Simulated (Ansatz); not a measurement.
Take CsPbI3 in the cubic perovskite structure (space group Pm-3m, No. 221; a = 6.3905 Å) as the base.

Computed with DFT with PBE, PAW potentials and a 420 eV plane-wave cutoff in Ansatz (a quantum-chemistry and plane-wave program), without spin-orbit coupling.

One change was made to it. Results:

```tsv
quantity	base	after
shortest interatomic distance	3.195 Å	2.566 Å
band gap	1.48 eV	zero
```

Task: Which of these changes matches the shifts?
(A) pressure 4.2 GPa
(B) pressure 18 GPa
(C) pressure 45 GPa
(D) pressure 1.8 GPa
(E) pressure −1 GPa

Result: C, pressure 45 GPa. For comparison, the shortest interatomic distance in the other runs: pressure 1.8 GPa gives 3.093 Å; pressure −1 GPa gives 3.285 Å; pressure 18 GPa gives 2.760 Å; pressure 4.2 GPa gives 3.004 Å.

The mesh was chosen for an insulator and is coarse for the gapless case. Spin-orbit coupling, missing from the scalar runs, can matter with I and Pb. Load acts through the strain it causes; cell and atoms are relaxed under it. Stability against distortions was not tested. No other phases were tried under pressure. All final runs are without spin polarisation. Many cubic perovskites are stable only at high temperature; tilts and polar distortions were not tested. This is not the structure that CsPbI3 has at room temperature and ambient pressure. The zero or small gap of CsPbI3 under pressure 45 GPa and CsPbI3 under pressure 18 GPa can change with the level of theory.
